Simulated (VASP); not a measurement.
# A VASP study of PbF2 (PBEsol): structure first, properties next, part 2 of 8

How well does PBEsol reproduce what experiment finds for PbF2? The cell is relaxed first, and properties follow on it. The start is a cell from a database of measured crystal structures.

VASP 6.6.1; PBEsol; plane waves and PAW (Pb_d, F).

So far: The starting structure; Full relaxation (PBEsol).

The database entry behind the starting cell differs from later determinations by our own check (about 0.2 % short), so it need not match the best structure at ambient conditions.

## (2) Full relaxation (PBEsol) (continued)

The steps of the relaxation (22 of 29):

```
step  energy less that of the first step (eV)  largest force (eV/Å)  pressure (GPa)  volume (Å³)
   1                                   0.0000                0.4381           -2.70       190.95
   2                                  -0.0974                0.3785            0.54       183.63
   4                                  -0.1493                0.2842            0.84       182.96
   5                                  -0.2440                0.2141            0.69       183.34
   6                                  -0.1737                0.4030            1.19       184.09
   8                                  -0.2901                0.2345           -1.02       187.43
   9                                  -0.2902                0.2349           -1.13       187.64
  10                                  -0.3169                0.1819           -0.71       186.92
  12                                  -0.3366                0.0935            0.14       185.61
  13                                  -0.3478                0.0817            0.19       185.81
  14                                  -0.3623                0.0672            0.35       186.38
  16                                  -0.3653                0.0553           -0.28       187.86
  17                                  -0.3697                0.0406           -0.15       187.83
  18                                  -0.3693                0.1285            0.30       187.72
  20                                  -0.3748                0.0420            0.04       187.97
  21                                  -0.3769                0.0335            0.05       188.39
  22                                  -0.3776                0.0183           -0.16       188.92
  24                                  -0.3780                0.0111            0.01       188.66
  25                                  -0.3780                0.0120            0.01       188.62
  26                                  -0.3780                0.0139            0.06       188.54
  28                                  -0.3780                0.0123            0.03       188.61
  29                                  -0.3781                0.0090            0.00       188.65
```

```
conventional cell, symmetrised  before  after  change
                         a (Å)   6.427  6.398  -0.4 %
                         b (Å)   3.891  3.859  -0.8 %
                         c (Å)   7.636  7.641  +0.1 %
              volume (Å³/atom)   15.91  15.72  -1.2 %
```

The atoms that moved most (Å, as changes of fractional coordinates times the final cell):

```
atom      dx     dy      dz  length
  F9  -0.173  0.000   0.255   0.309
 F12  -0.173  0.000  -0.255   0.309
 F11   0.173  0.000   0.255   0.309
 F10   0.173  0.000  -0.255   0.309
  F8  -0.008  0.000   0.137   0.137
  F5  -0.008  0.000  -0.137   0.137
  F7   0.008  0.000  -0.137   0.137
  F6   0.008  0.000   0.137   0.137
```

Final coordinates:

```xyz
12
Lattice="6.3983 0.0000 0.0000 0.0000 3.8589 0.0000 0.0000 0.0000 7.6408" Properties=species:S:1:pos:R:3 pbc="T T T"
Pb    4.7595    2.8942    0.8042
Pb    1.6388    0.9647    6.8366
Pb    4.8380    0.9647    4.6246
Pb    1.5603    2.8942    3.0162
F     0.9002    2.8942    0.5126
F     5.4981    0.9647    7.1281
F     2.2989    0.9647    4.3330
F     4.0994    2.8942    3.3078
F     3.3522    2.8942    6.4751
F     3.0461    0.9647    1.1657
F     6.2453    0.9647    2.6547
F     0.1530    2.8942    4.9861
```

This step gave:

```yaml
electrons: 112
bands: 69
irreducible_k_points: 36
symmetry_operations: 8
free_energy_toten: -59.5963 eV
fermi_energy: 3.030 eV
pressure: 0.003917 GPa
metallic: no
valence_top_at_k: 0, 0.4286, 0
conduction_bottom_at_k: 0, 0, 0
least_direct_gap_at_k: 0, 0, 0
scf_cycles_over_all_ionic_steps: 229
gap_on_the_k_mesh: 4.222 eV
least_direct_gap_on_the_k_mesh: 4.450 eV
```

It ends with a largest force of 0.009 eV/Å and a pressure of 0.00 GPa. The volume lies -1.2 % from that of the database's start, which holds the thermal and zero-point expansion of its experiment.

## (3) Second relaxation

A relaxation keeps the plane waves of the cell it began with, so it is repeated from the new cell, on a basis made for it.

INCAR reads:

```
SYSTEM = PbF2
PREC = Accurate
ENCUT = 520
EDIFF = 1E-06
NELM = 100
ISMEAR = 0
SIGMA = 0.05
LREAL = .FALSE.
ALGO = Normal
GGA = PS
NBANDS = 69
LORBIT = 11
LWAVE = .FALSE.
LCHARG = .FALSE.
KPAR = 8
IBRION = 2
NSW = 60
ISIF = 3
EDIFFG = -0.01
```

POSCAR reads:

```
PbF2
1.0
    6.3983080314      0.0000000000      0.0000000000
    0.0000000000      3.8588839109      0.0000000000
    0.0000000000      0.0000000000      7.6407759165
Pb F
4 8
Direct
    0.7438687810      0.7500000000      0.1052510228
    0.2561312190      0.2500000000      0.8947489772
    0.7561312190      0.2500000000      0.6052510228
    0.2438687810      0.7500000000      0.3947489772
    0.1407002138      0.7500000000      0.0670908324
    0.8592997862      0.2500000000      0.9329091676
    0.3592997862      0.2500000000      0.5670908324
    0.6407002138      0.7500000000      0.4329091676
    0.5239141385      0.7500000000      0.8474349737
    0.4760858615      0.2500000000      0.1525650263
    0.9760858615      0.2500000000      0.3474349737
    0.0239141385      0.7500000000      0.6525650263
```

KPOINTS reads:

```
Automatic mesh
0
Gamma
4 7 4
0 0 0
```

Potentials, in the order of the species: Pb_d and F (PBE family, release 64).

Run with:

```console
> mpirun -np 8 vasp_std
```

The log of the run:

```text
[banner, memory and clock lines left out]
running    8 mpi-ranks, on    1 nodes
 distrk:  each k-point on    1 cores,    8 groups
 distr:  one band on    1 cores,    1 groups

 POSCAR found type information on POSCAR PbF
 POSCAR found :  2 types and      12 ions
 [... a notice as in an earlier step ...]

 [... a notice as in an earlier step ...]

 LDA part: xc-table for (Slater+PW92), standard interpolation
 POSCAR, INCAR and KPOINTS ok, starting setup
 FFT: planning ... GRIDC
 FFT: planning ... GRID_SOFT
 FFT: planning ... GRID
 WAVECAR not read
 entering main loop
       N       E                     dE             d eps       ncg     rms          rms(c)
DAV:   1     0.174732410133E+04    0.17473E+04   -0.54023E+04  4978   0.197E+03
DAV:   2     0.267082947176E+03   -0.14802E+04   -0.13948E+04  5328   0.577E+02
DAV:   3    -0.427847712417E+02   -0.30987E+03   -0.29422E+03  5830   0.276E+02
DAV:   4    -0.651442764674E+02   -0.22360E+02   -0.22060E+02  6320   0.787E+01
DAV:   5    -0.657172636250E+02   -0.57299E+00   -0.57209E+00  5529   0.132E+01    0.139E+01
DAV:   6    -0.596747329200E+02    0.60425E+01   -0.21965E+01  7077   0.262E+01    0.505E+00
DAV:   7    -0.596503708816E+02    0.24362E-01   -0.18200E+00  5362   0.525E+00    0.306E+00
DAV:   8    -0.596019265792E+02    0.48444E-01   -0.42546E-01  5382   0.386E+00    0.919E-01
DAV:   9    -0.595895527180E+02    0.12374E-01   -0.64578E-02  7179   0.126E+00    0.163E-01
DAV:  10    -0.595914052299E+02   -0.18525E-02   -0.63636E-03  6292   0.495E-01    0.563E-02
DAV:  11    -0.595914579334E+02   -0.52703E-04   -0.19349E-04  6838   0.981E-02    0.302E-02
DAV:  12    -0.595914793133E+02   -0.21380E-04   -0.84513E-05  6032   0.502E-02    0.984E-03
DAV:  13    -0.595914798812E+02   -0.56788E-06   -0.74404E-06  6116   0.228E-02
   1 F= -.59591480E+02 E0= -.59591480E+02  d E =-.595915E+02
 curvature:   0.00 expect dE= 0.000E+00 dE for cont linesearch  0.000E+00
 trial: gam= 0.00000 g(F)=  0.160E-04 g(S)=  0.219E-04 ort = 0.000E+00 (trialstep = 0.100E+01)
 search vector abs. value=  0.379E-04
 reached required accuracy - stopping structural energy minimisation
```

Elapsed: 52 s, on 8 MPI ranks of Intel Xeon 6975P-C (Granite Rapids), shared host; peak memory 4.2 GiB.

From OUTCAR (step 3):

```text
  LATTYP: Found a simple orthorhombic cell.
 ALAT       =     3.8588839109
 B/A-ratio  =     1.6580721730
 C/A-ratio  =     1.9800481416

 Found     36 irreducible k-points:

   ENCUT  =  520.0 eV  38.22 Ry    6.18 a.u.  11.90  7.17 14.21*2*pi/ulx,y,z

   NELECT =     112.0000    total number of electrons

 E-fermi :   3.0353

 k-point     1 :       0.0000    0.0000    0.0000
  band No.  band energies     occupation
    ...
     52       0.8478      2.00000
     53       0.9255      2.00000
     54       2.3465      2.00000
     55       2.4346      2.00000
     56       2.4948      2.00000
     57       6.9445      0.00000
     58       7.5153      0.00000
     59       8.3256      0.00000
     60       8.3489      0.00000
     61       9.4609      0.00000
    ...

 k-point     2 :       0.2500    0.0000    0.0000
  band No.  band energies     occupation
    ...
     52       0.8638      2.00000
     53       1.1456      2.00000
     54       2.2512      2.00000
     55       2.3936      2.00000
     56       2.4950      2.00000
     57       7.1931      0.00000
     58       7.2718      0.00000
     59       7.4440      0.00000
     60       9.2399      0.00000
     61       9.2870      0.00000
    ...

  Total       -0.0367191     -0.0469347      0.0434779      0.0000000      0.0000000      0.0000000
  in kB       -0.3118445     -0.3986029      0.3692452      0.0000000      0.0000000      0.0000000
  external PRESSURE =      -0.1137341 kB  Pullay stress =       0.0000000 kB

  energy-cutoff  :      520.00
  volume of cell :      188.65
      direct lattice vectors                 reciprocal lattice vectors
     6.398308031  0.000000000  0.000000000     0.156291319  0.000000000  0.000000000
     0.000000000  3.858883911  0.000000000     0.000000000  0.259142286  0.000000000
     0.000000000  0.000000000  7.640775916     0.000000000  0.000000000  0.130876761

 POSITION                                       TOTAL-FORCE (eV/Angst)
 -----------------------------------------------------------------------------------
      4.75950      2.89416      0.80420         0.000939      0.000000     -0.000216
      1.63881      0.96472      6.83658        -0.000939     -0.000000      0.000216
      4.83796      0.96472      4.62459        -0.000939      0.000000     -0.000216
      1.56035      2.89416      3.01619         0.000939      0.000000      0.000216
      0.90024      2.89416      0.51263         0.000909      0.000000     -0.001033
      5.49806      0.96472      7.12815        -0.000909     -0.000000      0.001033
      2.29891      0.96472      4.33301        -0.000909      0.000000     -0.001033
      4.09940      2.89416      3.30776         0.000909      0.000000      0.001033
      3.35216      2.89416      6.47506        -0.000490     -0.000000     -0.008943
      3.04614      0.96472      1.16572         0.000490      0.000000      0.008943
      6.24530      0.96472      2.65467         0.000490      0.000000     -0.008943
      0.15301      2.89416      4.98610        -0.000490     -0.000000      0.008943
 -----------------------------------------------------------------------------------
    total drift:                                0.000000      0.000000      0.000000

  FREE ENERGIE OF THE ION-ELECTRON SYSTEM (eV)
  ---------------------------------------------------
  free  energy   TOTEN  =       -59.5914798812 eV

  energy  without entropy=      -59.5914798812  energy(sigma->0) =      -59.59147988

 total charge
# of ion       s       p       d       tot
------------------------------------------
    1        1.532   0.316   9.866  11.715
    2        1.532   0.316   9.866  11.715
    3        1.532   0.316   9.866  11.715
    4        1.532   0.316   9.866  11.715
    5        1.742   4.316   0.000   6.058
    6        1.742   4.316   0.000   6.058
    7        1.742   4.316   0.000   6.058
    8        1.742   4.316   0.000   6.058
    9        1.739   4.303   0.000   6.042
   10        1.739   4.303   0.000   6.042
   11        1.739   4.303   0.000   6.042
   12        1.739   4.303   0.000   6.042
--------------------------------------------------
tot         20.050  35.742  39.466  95.258

[... 6 parts as in an earlier step ...]

[... 6 further parts left out ...]
```

Little changed from the start: no atom moved by 0.005 Å and no cell edge by 0.1 %.

Numbers from this step:

```
free energy (TOTEN)             : -59.5915 eV
Fermi energy                    : 3.035 eV
pressure                        : -0.01137 GPa
SCF cycles over all ionic steps : 13
```

It ends with a largest force of 0.009 eV/Å and a pressure of -0.01 GPa. The volume moved by under 0.01 %: the run met its threshold at the first step.

(Part 2 of 8 ends here.)

[Lines on the potential files, build, host, timing and source positions are cut from VASP's logs without a mark.]

[Logs are printed without paths, hosts, clocks, repeated set-up lines and the standing remarks that a program may print on its own settings, such as how far it seeks lower states.]

[Hosts, paths, dates, database ids (printed as entryN), source tags and the programs' standing remarks are cut or masked in the printed files.]

[Measured values are set beside computed ones only where the two were judged alike; some that the calculation misses by far are left out.]

[In band tables of VASP the shares of atoms and orbitals are scaled to a sum of 1 inside the atoms' spheres.]
